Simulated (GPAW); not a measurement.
Runs of GPAW 26.7.0 on Fe. It takes space group Im-3m (No. 229, cubic). The conventional cell has a = 2.886 Å, b = 2.886 Å, c = 2.886 Å, α = 90.00°, β = 90.00°, γ = 90.00°. Around Fe (site symmetry m-3m) lie 8 Fe at 2.50 Å. 

```csv
task,level,potentials or basis,cell,smearing,eigensolver,optimizer,fmax,max steps,convergence,gap on the mesh (eV),pressure (GPa),moment (μB),relaxed volume (Å³/atom)
single point,PBE,"GPAW PAW data sets (gpaw-data 1.2.1), pw",as given,gaussian 0.013 eV,-,-,-,-,-,none,-8.0,2.25,-
single point,PBE,"GPAW PAW data sets (gpaw-data 1.2.1), pw",as given,gaussian 0.028 eV,-,-,-,-,-,none,-7.9,2.25,-
single point,PBE,"GPAW PAW data sets (gpaw-data 1.2.1), pw",as given,gaussian 0.019 eV,-,-,-,-,-,none,-8.0,2.25,-
relaxation of cell and atoms,BLYP,"PAW data sets generated in the run's folder for this functional, pw",relaxed,fermi-dirac 0.05 eV,davidson,LBFGS,0.02 eV/Å,40,density=1e-05 forces=0.0001,none,0.1,(a),11.78
single point,PBE,"GPAW PAW data sets (gpaw-data 1.2.1), pw",as given,gaussian 0.026 eV,-,-,-,-,-,none,-7.9,2.25,-
single point,PBE,"GPAW PAW data sets (gpaw-data 1.2.1), pw",as given,gaussian 0.014 eV,-,-,-,-,-,none,-8.0,2.25,-
relaxation of cell and atoms,PBE+D3(BJ),"GPAW PAW data sets (gpaw-data 1.2.1), pw",relaxed,fermi-dirac 0.05 eV,-,BFGS,0.01 eV/Å,40,density=1e-05 forces=0.0001,none,-0.1,(b),(d)
relaxation of cell and atoms,RPBE+D4,"the program's PAW data sets (release 1.2.1) made for this functional, pw",relaxed,fermi-dirac 0.05 eV,-,BFGS,0.05 eV/Å,60,density=1e-05 forces=0.0001,none,-0.2,2.13,11.27
band structure,r2SCAN,"GPAW PAW data sets (gpaw-data 1.2.1), pw",as given,fermi-dirac 0.05 eV,-,-,-,-,-,-,-2.6,(c),-
relaxation of cell and atoms,PBEsol+D4,"PAW data sets generated in the run's folder for this functional, pw",relaxed,fermi-dirac 0.05 eV,-,FIRE,0.05 eV/Å,60,density=1e-05 forces=0.0001,none,0.6,2.05,-
relaxation of cell and atoms,RPBE+D3(BJ),"the program's PAW data sets (release 1.2.1) made for this functional, pw",relaxed to 5 GPa,fermi-dirac 0.05 eV,-,LBFGS,0.01 eV/Å,60,density=1e-05 forces=0.0001,none,5.0,2.01,-
relaxation of cell and atoms,revPBE+D4,"the program's PAW data sets (release 1.2.1) made for this functional, pw",relaxed to 1 GPa,fermi-dirac 0.05 eV,-,FIRE,0.01 eV/Å,60,density=1e-05 forces=0.0001,none,1.1,2.11,-
```

Alike in all rows: spin collinear, ferromagnetic start; k mesh 13 × 13 × 13; cutoff (eV) 600.

**Question.** Estimate the missing entries.

**Answer.** (a) 2.14; (b) 2.09; (c) 2.65; (d) 11.15.

Caveats: each step starts from the last one's moments, so a moment once lost doesn't come back (some runs); later steps reuse the first step's grids (some runs); pairwise dispersion overbinds metals, which lowers pressure and volume (some runs); the PAW data sets were made with another functional, which shifts forces and pressure a little (some runs); the volume moved by -10 % from the deposited cell, more than functionals usually miss (some runs).

A gap of «none» marks a metal or a gap under the smearing width.
